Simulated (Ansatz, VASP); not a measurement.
**One calculation of ZrC, two programs**

```
CELL_PARAMETERS angstrom
0.00000 2.33650 2.33650
2.33650 0.00000 2.33650
2.33650 2.33650 0.00000
ATOMIC_POSITIONS crystal
Zr 0.50000 0.50000 0.50000
C 0.00000 0.00000 0.00000
```

Alike in both runs: functional PBE; dispersion D3(BJ); k mesh 16 × 16 × 16; occupations gaussian, width 0.1 eV; no spin polarisation.

Ansatz relaxed the structure, and its values are those at the end. VASP's run is a single point on that final structure, the one shown.

|  | VASP | Ansatz |
| --- | --- | --- |
| version | VASP 6.6.1 | Ansatz 0.2.0 |
| potentials or method | VASP PAW PBE potentials, release 64 (Zr_sv, C) | scalar-relativistic, plane waves, PAW |
| plane-wave cutoff (eV) | 520 | 420 |
| valence electrons in the cell | 16 | 16 |

|  | VASP | Ansatz | Ansatz less VASP |
| --- | --- | --- | --- |
| gap on the k mesh at the Fermi level (eV) | none | none | - |
| pressure (GPa) | 0.2 | 0.0 | -0.27 |

A gap of «none» marks a metal or a gap that the smearing closes.

Caveats: pairwise dispersion overbinds metals, which lowers pressure and volume.
